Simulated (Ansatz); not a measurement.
**CuO: do energies and stresses tell the same story?**

The calculation used DFT PBE+U, scalar-relativistic, plane waves, PAW in Ansatz 0.2.0.

Cutoff 420 eV; k points 14×14×8 on the computed 4-atom cell (Γ-centred); Gaussian smearing, width 0.10 eV; U_eff Cu 4.00 eV on the d shells (Löwdin-orthogonalised atomic orbitals); no spin polarisation.

Relaxed cell: Cccm, a = 4.183 Å, b = 4.199 Å, c = 5.173 Å, α = 90.00°, β = 90.00°, γ = 90.00°, 4 atoms in the primitive cell. This form isn't the usual stable structure of the compound.

Energies at zero smearing and pressures from the stress tensor, at volumes with shape and atoms relaxed:
| V (Å³/atom) | E − E(first) (meV/atom) | P (GPa) |
| --- | --- | --- |
| 10.678 | 0.00 | 8.88 |
| 11.018 | -13.59 | 4.12 |
| 11.359 | -17.83 | 0.00 |
| 11.700 | -14.04 | -3.53 |
| 12.041 | -3.34 | -6.53 |

**Question.** Check P = −dE/dV between neighbouring volumes, and get the bulk modulus from the pressures alone.

**Answer.** With 1 eV/Å³ = 160.2 GPa:
```tsv
middle V (Å³/atom)	−ΔE/ΔV (GPa)	mean P (GPa)
10.848	6.392	6.499
11.189	1.994	2.058
11.529	-1.785	-1.764
11.870	-5.032	-5.027
```

The two differ by 0.11 GPa at most. The mean of two end pressures misses the average over a step by about ΔV² P″/12, up to 0.06 GPa here; with that taken off 0.05 GPa remains, from the smearing term (the stress is the derivative of the free energy), the finite cutoff, the mesh or the relaxation's tolerance. Around V = 11.359 Å³/atom, the two neighbours give B = −V ΔP/ΔV = 11.359 × 7.64 / 0.682 = 127.4 GPa, against B0 = 125.6 GPa from the Birch–Murnaghan fit of the energies.

Spin polarisation was left out, and a magnetic state may lie lower.

A ferromagnetic start lost its moments in a first run, so spin was left out; other magnetic orders weren't tried.

Cost: 6 runs of about 18 core-minutes in all, on Arm Neoverse V2 (shared hosts).